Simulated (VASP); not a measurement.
# MgSi under changes of volume

One of the cells (16.356 Å³/atom); the others are scaled copies at fixed shape and fractional positions:

```
CELL_PARAMETERS angstrom
2.87073 0.00000 0.00000
0.00000 2.87073 0.00000
0.00000 0.00000 3.96946
ATOMIC_POSITIONS crystal
Si 0.50000 0.50000 0.50000
Mg 0.00000 0.00000 0.00000
```

The cell comes from a database or a generator and needn't be the stable form of this composition.

```yaml
Program: VASP 6.6.1
Functional: LDA
Potentials_or_basis: VASP PAW LDA potentials, release 64 (Si, Mg)
Cutoff: 520 eV
k_mesh: 8 × 8 × 6
Occupations: fermi-dirac, width 0.05 eV
Spin: no spin polarisation
```

```csv
volume (Å³/atom),energy over the lowest point (meV/atom),pressure (GPa)
15.702,?,?
16.029,1.58,1.6
16.356,0.00,0.0
16.684,1.41,-1.4
17.011,5.51,-2.6
```

What does the run at 15.702 Å³/atom give?

Energy over the lowest point 6.52 meV/atom; pressure 3.3 GPa.

Worked out: A Birch-Murnaghan fit of order 2 (a polynomial in V^(-2/3)) to the other rows has its minimum at 16.36 Å³/atom with B0 = V·E''(V) = 73 GPa at fixed shape and positions, which overstates the stiffness. It gives 6.45 meV/atom at 15.702 Å³/atom, against the run's 6.52, and -dE/dV = 3.2 GPa, against 3.3.

Energies are extrapolated to zero smearing.
